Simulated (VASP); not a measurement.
## AlCo: relaxation of the atoms with PBE+D3(BJ)

The system is AlCo.

```
Al Co
1.0
     2.76083    0.00000    0.00000
     0.00000    2.76083    0.00000
     0.00000    0.00000    2.76083
Al Co
1 1
Direct
  0.00000 0.00000 0.00000
  0.50000 0.50000 0.50000
```

The cell is a database's computed one.

The cell isn't the ideal one: a relaxed cell with its volume scaled by 0.94.

- Program: VASP 6.6.1
- Task: relaxation of the atoms
- Functional: PBE
- Dispersion: D3(BJ)
- Potentials or basis: VASP PAW PBE potentials, release 64 (Al, Co)
- Cutoff: 600 eV
- k mesh: 14 × 14 × 14
- Occupations: methfessel-paxton, width 0.1 eV
- Spin: no spin polarisation
- Further INCAR settings: ALGO = Normal; EDIFF = 1e-07; IBRION = 2; EDIFFG = -0.01; NSW = 40

- Pressure after relaxing: 13.8 GPa
- Band gap on the k mesh: none (metal or under the smearing width)
- Dispersion energy per atom: -0.479 eV

Final structure:
```
Al Co
1.0
     2.76083    0.00000    0.00000
     0.00000    2.76083    0.00000
     0.00000    0.00000    2.76083
Al Co
1 1
Direct
  0.00000 0.00000 0.00000
  0.50000 0.50000 0.50000
```

Levels at points of the mesh, in eV from the Fermi level:
| k point | band 4 | band 5 | band 6 | band 7 | band 8 | band 9 |
| --- | --- | --- | --- | --- | --- | --- |
| (0.00, 0.00, 0.00) | -1.01 | -1.01 | -1.01 | 6.42 | 6.42 | 6.42 |
| (0.50, 0.00, 0.00) | -1.99 | -1.99 | -0.88 | 0.19 | 8.47 | 11.12 |
| (0.50, 0.50, 0.00) | -2.92 | -1.78 | -1.78 | -0.31 | 2.69 | 3.99 |
| (0.50, 0.50, 0.50) | -0.26 | -0.26 | 2.35 | 2.35 | 2.35 | 4.99 |

Wall time 13 s on 1 thread of Intel(R) Xeon(R) Platinum 8375C CPU @ 2.90GHz (Ice Lake) (shared host), peak memory 0.17 GiB.

Caveat: the relaxation stopped at its first step, so nothing moved; pairwise dispersion overbinds metals, which lowers pressure and volume. Spin polarisation is off, so any magnetic state and its effect on volume and gap are missing.
